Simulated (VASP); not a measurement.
# CdTe in VASP: one cell, several levels of theory, part 2 of 2

VASP 6.6.1, plane waves, PAW. Earlier steps stand in the parts before.

### 3 r2SCAN at this geometry

Contents of INCAR:

```
ENCUT = 520.000000
SIGMA = 0.010000
EDIFF = 1.00e-07
ALGO = Normal
METAGGA = R2SCAN
PREC = Accurate
IBRION = -1
ISIF = 2
ISMEAR = 0
NBANDS = 16
NELM = 120
NSW = 0
LASPH = .TRUE.
LCHARG = .FALSE.
LWAVE = .FALSE.
LREAL = .FALSE.
```

Contents of KPOINTS:

```
KPOINTS created by Atomic Simulation Environment
0
Gamma
6 6 6
0 0 0
```

Contents of KPOINTS_OPT:

```
special points
6
Reciprocal
0.0000000000 0.0000000000 0.0000000000 1
-0.5000000000 -0.5000000000 0.0000000000 1
-0.3750000000 -0.3750000000 0.2500000000 1
-0.3750000000 0.0000000000 0.3750000000 1
0.0000000000 0.0000000000 0.5000000000 1
-0.5000000000 -0.2500000000 0.2500000000 1
```

Contents of POSCAR:

```
Cd Te
 1.0000000000000000
     0.0000000000000000    3.3127546673000001    3.3127546673000001
     3.3127546673000001    0.0000000000000000    3.3127546673000001
     3.3127546673000001    3.3127546673000001    0.0000000000000000
 Cd  Te
   1   1
Cartesian
  0.0000000000000000  0.0000000000000000  0.0000000000000000
  1.6563773336500001  1.6563773336500001  1.6563773336500001
```

Run with:

```sh
$ mpirun -np 1 vasp_std
```

Standard output, without the iteration lines:

```text
POSCAR found type information on POSCAR CdTe
 POSCAR found :  2 types and       2 ions
 -----------------------------------------------------------------------------
|                                                                             |
|                                                                             |
|     You enforced a specific xc type in the INCAR file but a different       |
|     I HOPE YOU KNOW WHAT YOU ARE DOING!                                     |
|                                                                             |
 -----------------------------------------------------------------------------

 LDA part: xc-table for (None), standard interpolation
 POSCAR, INCAR and KPOINTS ok, starting setup
 FFT: planning ... GRIDC
 FFT: planning ... GRID_SOFT
 FFT: planning ... GRID
 WAVECAR not read
 entering main loop
 Start KPOINTS_OPT (optional k-point list driver)
k-point batch [1-6\6]
```

OSZICAR:

```text
N       E                     dE             d eps       ncg     rms          rms(c)
DAV:   1     0.564992366175E+02    0.56499E+02   -0.82467E+03   520   0.983E+02
DAV:   2    -0.475668843830E+02   -0.10407E+03   -0.98633E+02   616   0.241E+02
DAV:   3    -0.511991143767E+02   -0.36322E+01   -0.36270E+01   640   0.477E+01
DAV:   4    -0.512272012661E+02   -0.28087E-01   -0.28086E-01   776   0.374E+00
DAV:   5    -0.512272629303E+02   -0.61664E-04   -0.61664E-04   648   0.163E-01    0.478E+00
DAV:   6    -0.466501708995E+02    0.45771E+01   -0.29093E+00   512   0.207E+01    0.640E+00
DAV:   7    -0.466187663190E+02    0.31405E-01   -0.11111E-01   640   0.350E+00    0.425E+00
DAV:   8    -0.466309397344E+02   -0.12173E-01   -0.82831E-02   584   0.295E+00    0.873E-01
DAV:   9    -0.466348608904E+02   -0.39212E-02   -0.76535E-03   656   0.673E-01    0.348E-01
DAV:  10    -0.466346410572E+02    0.21983E-03   -0.21211E-03   600   0.487E-01    0.636E-02
DAV:  11    -0.466346372942E+02    0.37630E-05   -0.10972E-04   688   0.138E-01    0.442E-02
DAV:  12    -0.466346547211E+02   -0.17427E-04   -0.70816E-05   600   0.102E-01    0.257E-02
DAV:  13    -0.466346488297E+02    0.58913E-05   -0.16577E-05   616   0.524E-02    0.776E-03
DAV:  14    -0.466346491286E+02   -0.29889E-06   -0.40504E-07   624   0.534E-03    0.590E-03
DAV:  15    -0.466346488922E+02    0.23646E-06   -0.80961E-08   416   0.366E-03    0.319E-03
DAV:  16    -0.466346489152E+02   -0.23026E-07   -0.10751E-07   424   0.390E-03
   1 F= -.46634649E+02 E0= -.46634649E+02  d E =-.113085E-47
       N       E                     dE             ncg
DAV:   1     0.518861803701E+03   -0.26234E+04      192
DAV:   2    -0.905630816981E+02   -0.60942E+03      240
DAV:   3    -0.111546544440E+03   -0.20983E+02      240
DAV:   4    -0.111706744792E+03   -0.16020E+00      304
DAV:   5    -0.111707128745E+03   -0.38395E-03      248
DAV:   6    -0.111707137995E+03   -0.92497E-05      272
DAV:   7    -0.111707138122E+03   -0.12681E-06      240
DAV:   8    -0.111707138126E+03   -0.37419E-08      224
```

Parts of OUTCAR:

```text
k-points           NKPTS =     16   k-points in BZ     NKDIM =     16   number of bands    NBANDS=     16

   NELECT =      18.0000    total number of electrons

   dimension x,y,z NGX =    36 NGY =   36 NGZ =   36
   dimension x,y,z NGXF=    72 NGYF=   72 NGZF=   72

  energy-cutoff  :      520.00
  volume of cell :       72.71
      direct lattice vectors                 reciprocal lattice vectors
     0.000000000  3.312754667  3.312754667    -0.150931792  0.150931792  0.150931792
     3.312754667  0.000000000  3.312754667     0.150931792 -0.150931792  0.150931792
     3.312754667  3.312754667  0.000000000     0.150931792  0.150931792 -0.150931792

 k-points in reciprocal lattice and weights: KPOINTS created by Atomic Simulation Env
   0.00000000  0.00000000  0.00000000       0.005
   0.16666667  0.00000000  0.00000000       0.037
   0.33333333  0.00000000  0.00000000       0.037
   0.50000000  0.00000000  0.00000000       0.019
   0.16666667  0.16666667  0.00000000       0.028
   0.33333333  0.16666667  0.00000000       0.111
   0.50000000  0.16666667  0.00000000       0.111
  -0.33333333  0.16666667  0.00000000       0.111
[... 8 more k-points ...]

 E-fermi :   1.6220

 k-point     1 :       0.0000    0.0000    0.0000
  band No.  band energies     occupation
      1      -9.6337      2.00000
      2      -6.8400      2.00000
      3      -6.8400      2.00000
      4      -6.8400      2.00000
      5      -6.6053      2.00000
      6      -6.6053      2.00000
      7       1.5215      2.00000
      8       1.5215      2.00000
      9       1.5215      2.00000
     10       2.5784      0.00000
     11       6.5914      0.00000
     12       6.5914      0.00000
     13       6.5914      0.00000
     14       9.3240      0.00000
     15      11.2344      0.00000
     16      11.2344      0.00000

 k-point     2 :       0.1667    0.0000    0.0000
  band No.  band energies     occupation
      1      -9.5456      2.00000
      2      -6.8238      2.00000
      3      -6.8237      2.00000
      4      -6.7564      2.00000
      5      -6.6061      2.00000
      6      -6.6061      2.00000
      7      -0.0729      2.00000
      8       1.3207      2.00000
      9       1.3207      2.00000
     10       3.6281      0.00000
     11       6.6129      0.00000
     12       6.9084      0.00000
     13       6.9084      0.00000
     14      10.3450      0.00000
     15      10.3982      0.00000
     16      10.3982      0.00000

 k-point     3 :       0.3333    0.0000    0.0000
  band No.  band energies     occupation
      1      -9.3710      2.00000
      2      -6.7952      2.00000
      3      -6.7952      2.00000
      4      -6.6026      2.00000
      5      -6.6026      2.00000
      6      -6.4954      2.00000
      7      -1.8243      2.00000
      8       0.9771      2.00000
      9       0.9771      2.00000
     10       3.7751      0.00000
     11       7.1702      0.00000
     12       7.1702      0.00000
     13       8.0176      0.00000
     14       9.9954      0.00000
     15      10.8072      0.00000
     16      10.8072      0.00000

 k-point     4 :       0.5000    0.0000    0.0000
  band No.  band energies     occupation
      1      -9.2861      2.00000
      2      -6.7837      2.00000
      3      -6.7837      2.00000
      4      -6.5978      2.00000
      5      -6.5978      2.00000
      6      -6.2822      2.00000
      7      -2.6009      2.00000
      8       0.8257      2.00000
      9       0.8257      2.00000
     10       3.6750      0.00000
     11       7.1290      0.00000
     12       7.1290      0.00000
     13       8.8541      0.00000
     14      10.4921      0.00000
     15      12.2391      0.00000
     16      12.2391      0.00000

 k-point     5 :       0.1667    0.1667    0.0000
  band No.  band energies     occupation
      1      -9.5166      2.00000
      2      -6.8072      2.00000
      3      -6.8072      2.00000
      4      -6.7536      2.00000
      5      -6.6112      2.00000
      6      -6.5987      2.00000
      7      -0.0863      2.00000
      8       0.9867      2.00000
      9       0.9867      2.00000
     10       4.1900      0.00000
     11       5.6901      0.00000
     12       7.4827      0.00000
     13       7.4827      0.00000
     14       9.1145      0.00000
     15      11.0502      0.00000
     16      11.4851      0.00000

 k-point     6 :       0.3333    0.1667    0.0000
  band No.  band energies     occupation
      1      -9.3721      2.00000
      2      -6.7842      2.00000
      3      -6.7754      2.00000
      4      -6.6425      2.00000
      5      -6.5936      2.00000
      6      -6.5218      2.00000
      7      -1.4053      2.00000
      8       0.5197      2.00000
      9       0.6142      2.00000
     10       4.6319      0.00000
     11       5.9533      0.00000
     12       7.6307      0.00000
     13       8.0293      0.00000
     14       9.7671      0.00000
     15      11.6687      0.00000
     16      11.6781      0.00000

 k-point     7 :       0.5000    0.1667    0.0000
  band No.  band energies     occupation
      1      -9.2603      2.00000
      2      -6.7700      2.00000
      3      -6.7614      2.00000
      4      -6.6176      2.00000
      5      -6.5950      2.00000
      6      -6.2575      2.00000
      7      -2.4077      2.00000
      8       0.0336      2.00000
      9       0.5362      2.00000
     10       4.5778      0.00000
     11       6.5954      0.00000
     12       7.8548      0.00000
     13       8.4119      0.00000
     14      10.7064      0.00000
     15      11.9285      0.00000
     16      12.3111      0.00000

 k-point     8 :      -0.3333    0.1667    0.0000
  band No.  band energies     occupation
      1      -9.2878      2.00000
      2      -6.7741      2.00000
      3      -6.7710      2.00000
      4      -6.6075      2.00000
      5      -6.6061      2.00000
      6      -6.3282      2.00000
      7      -2.1663      2.00000
      8      -0.0896      2.00000
      9       0.8055      2.00000
     10       4.6273      0.00000
     11       6.8530      0.00000
     12       7.5679      0.00000
     13       8.1413      0.00000
     14      10.3999      0.00000
     15      11.1159      0.00000
     16      12.2607      0.00000

[... the tables of k-points 9 to 16 left out ...]

  Total       -0.4814706     -0.4814706     -0.4814706     -0.0000000      0.0000000      0.0000000
  in kB      -10.6091984    -10.6091984    -10.6091984     -0.0000000      0.0000000      0.0000000
  external PRESSURE =     -10.6091984 kB  Pullay stress =       0.0000000 kB

 POSITION                                       TOTAL-FORCE (eV/Angst)
 -----------------------------------------------------------------------------------
      0.00000      0.00000      0.00000         0.000000      0.000000      0.000000
      1.65638      1.65638      1.65638        -0.000000     -0.000000     -0.000000
 -----------------------------------------------------------------------------------
    total drift:                               -0.000001     -0.000001     -0.000001

  FREE ENERGIE OF THE ION-ELECTRON SYSTEM (eV)
  ---------------------------------------------------
  free  energy   TOTEN  =       -46.6346489152 eV

  energy  without entropy=      -46.6346489152  energy(sigma->0) =      -46.63464892
```

Hardware: 1 MPI rank of Intel Xeon Platinum 8488C, shared host.

The levels at the points of KPOINTS_OPT are read from vasprun.xml.

Band energies at the special points (eV, zero at the top of v, the last band that the electrons fill by count):

```tsv
point	v−1	v	c	c+1
Γ	0.00	0.00	1.06	5.07
X	-1.69	-1.69	2.98	3.01
U	-2.33	-1.40	3.24	4.77
K	-2.33	-1.40	3.24	4.77
L	-0.70	-0.70	2.15	5.61
W	-2.13	-1.98	4.43	4.95
```

r2SCAN gives a direct gap of 1.06 eV at Γ. Pressure: -1.06 GPa; the forces vanish within 0.01 eV/Å.

### 4 Results

This closing draws on all 2 parts.

```
 level  gap (eV)  pressure (GPa)  Ansatz: gap (eV)  Ansatz: pressure (GPa)
   PBE      0.57            0.00              0.57                   -0.10
r2SCAN      1.06           -1.06              1.07                   -1.15
```

**Reading.** The gap spans 0.57 eV (PBE) to 1.06 eV (r2SCAN). Spin-orbit coupling is left out, though the cell holds Te (Z = 52); in an element this heavy it can shift bands and gaps by tenths of an eV. At this one volume the pressure spans -1.1 GPa (r2SCAN) to 0.0 GPa (PBE): PBE wants the largest cell and r2SCAN the smallest. The two programs agree on the gap within 0.02 eV, far less than the spread between functionals. The two codes have different PAW datasets and cutoffs. VASP's cell holds 18 valence electrons and Ansatz's 36.
